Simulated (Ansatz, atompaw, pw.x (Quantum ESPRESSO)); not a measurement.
## pw.x on bcc Al: one setting changed

Potential: PAW, atompaw 4.2.0.5, PBE; core [Ne], reference 3s2 3p1; waves: 3s (bound): rc 2.20 bohr; 3s channel at -0.25 Ry: rc 2.20 bohr; 3p (bound): rc 2.20 bohr; 3p channel at 0.2 Ry: rc 2.20 bohr; 3d channel at 0.35 Ry: rc 2.20 bohr; 3d channel at 6.52 Ry: rc 2.20 bohr; local part: troulliermartins scheme with l = 3 at 1 Ry, radius 2.00 bohr; core correction: smooth core density matched at 1.60 bohr; augmentation: besselshape compensation charge, radius 2.10 bohr; PAW radius 2.20 bohr; waves and projectors: custom rrkj gramschmidtortho.

The reference run (k-mesh 14³, cutoffs 40/400 Ry, Fermi–Dirac 0.01 Ry, mixing_beta 0.4, conv_thr 1e-9, no spin) gives 0.05 GPa at 16.945 Å³/atom, where all-electron LAPW gives 0.07 GPa. This run, with its own iteration cap, changes degauss to 0.005.

```
&control
  calculation='scf', prefix='x', pseudo_dir='./', outdir='./tmp', tstress=.true., disk_io='none'
/
&system
  ibrav=0, nat=1, ntyp=1, ecutwfc=40, ecutrho=400, nbnd=8,
  occupations='smearing', smearing='fd', degauss=0.005
/
&electrons
  conv_thr=1e-09, mixing_beta=0.4, electron_maxstep=50
/
ATOMIC_SPECIES
Al 1.0 Al.UPF
CELL_PARAMETERS angstrom
  -1.61805716 1.61805716 1.61805716
  1.61805716 -1.61805716 1.61805716
  1.61805716 1.61805716 -1.61805716
ATOMIC_POSITIONS crystal
Al 0.0000 0.0000 0.0000
K_POINTS automatic
14 14 14 0 0 0
```

```bash
pw.x < Al.scf.in > Al.scf.out
```

**Question.** How does the run end?

**Answer.** It converges in 8 iterations; the free energy moves by +8.9 meV/atom and the pressure by +0.03 GPa. In a metal, with Fermi–Dirac smearing, F lies below its zero-width value by a term in the square of the width.

```
Message from routine setup:
     using ibrav=0 with symmetry is DISCOURAGED, use correct ibrav instead
     lattice parameter (alat)  =       5.2961  a.u.
     unit-cell volume          =     114.3505 (a.u.)^3
     number of electrons       =         3.00
     number of Kohn-Sham states=            8
     kinetic-energy cutoff     =      40.0000  Ry
     charge density cutoff     =     400.0000  Ry
     scf convergence threshold =      1.0E-09
     Exchange-correlation= SLA PW PBX PBC
     number of k points=   104  Fermi-Dirac smearing, width (Ry)=  0.0050
     negative rho (up, down):  1.084E-03 0.000E+00
     iteration #  1     ecut=    40.00 Ry     beta= 0.40
     negative rho (up, down):  1.895E-03 0.000E+00
     total energy              =     -39.49690607 Ry
     estimated scf accuracy    <       0.00560493 Ry
     iteration #  2     ecut=    40.00 Ry     beta= 0.40
     negative rho (up, down):  3.678E-03 0.000E+00
     total energy              =     -39.49625476 Ry
     estimated scf accuracy    <       0.00183898 Ry
     iteration #  3     ecut=    40.00 Ry     beta= 0.40
     negative rho (up, down):  3.692E-03 0.000E+00
     total energy              =     -39.49639632 Ry
     estimated scf accuracy    <       0.00000115 Ry
     iteration #  4     ecut=    40.00 Ry     beta= 0.40
     c_bands:  1 eigenvalues not converged
     negative rho (up, down):  3.606E-03 0.000E+00
     total energy              =     -39.49646880 Ry
     estimated scf accuracy    <       0.00000042 Ry
     iteration #  5     ecut=    40.00 Ry     beta= 0.40
     negative rho (up, down):  3.640E-03 0.000E+00
     total energy              =     -39.49646869 Ry
     estimated scf accuracy    <       0.00000053 Ry
     iteration #  6     ecut=    40.00 Ry     beta= 0.40
     negative rho (up, down):  3.613E-03 0.000E+00
     total energy              =     -39.49646866 Ry
     estimated scf accuracy    <       0.00000013 Ry
     iteration #  7     ecut=    40.00 Ry     beta= 0.40
     negative rho (up, down):  3.608E-03 0.000E+00
     total energy              =     -39.49646867 Ry
     estimated scf accuracy    <          4.7E-09 Ry
     iteration #  8     ecut=    40.00 Ry     beta= 0.40
     negative rho (up, down):  3.607E-03 0.000E+00
     the Fermi energy is     7.6916 ev
!    total energy              =     -39.49646867 Ry
     estimated scf accuracy    <          2.1E-10 Ry
     smearing contrib. (-TS)   =      -0.00045348 Ry
     The total energy is F=E-TS. E is the sum of the following terms:
     one-electron contribution =       3.10754069 Ry
     hartree contribution      =       0.00652690 Ry
     xc contribution           =      -2.32545893 Ry
     ewald contribution        =      -5.35586600 Ry
     one-center paw contrib.   =     -34.92875785 Ry
     convergence has been achieved in   8 iterations
     negative rho (up, down):  3.607E-03 0.000E+00
          total   stress  (Ry/bohr**3)                   (kbar)     P=        0.73
     Message from routine punch:
     Nothing written, as per user request (disk_io='none')
```

The run took about 7.4 s on one core of a shared host (Intel(R) Xeon(R) 6975P-C, 192 threads, 1512 GiB, load 47).
